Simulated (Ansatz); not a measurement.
ZnSe: the gap under strain, fitted and tested

Plane-wave DFT in Ansatz, PBEsol, scalar-relativistic PAW potentials, cutoff 420 eV, no spin-orbit coupling; no spin polarisation. ZnSe in space group F-43m. Uniaxial strain along c; a, b and atoms relaxed (conventional cell); Kohn–Sham gaps sought over the whole zone.

| strain (%) | space group | gap (eV) |
| --- | --- | --- |
| -6.0 | I-4m2 | 1.099 |
| -4.0 | I-4m2 | 1.143 |
| -2.0 | I-4m2 | 1.190 |
| +0.0 | F-43m | 1.239 |
| +2.0 | I-4m2 | 1.180 |
| +4.0 | I-4m2 | ? |
| +6.0 | I-4m2 | 1.036 |

**Question.** Fit the given gaps and predict the missing one.

**Answer.** Next to zero the slopes are +25 meV per % on the compressed side and -30 on the stretched side. The slope drops at zero, where the strain lowers the symmetry and can split a degenerate edge, with another member setting the gap on each side, so only the side of the missing row is fitted, by a line: E_g = 1.243 -0.0341 ε eV (ε in %; scatter 4 meV). At +4.0 % this gives 1.107 eV; the run gave 1.113 eV, 6 meV away. The fit holds.

Cost: about 3.6 core-minutes for the runs cited, on AMD EPYC 9R14 (Zen 4) (shared hosts).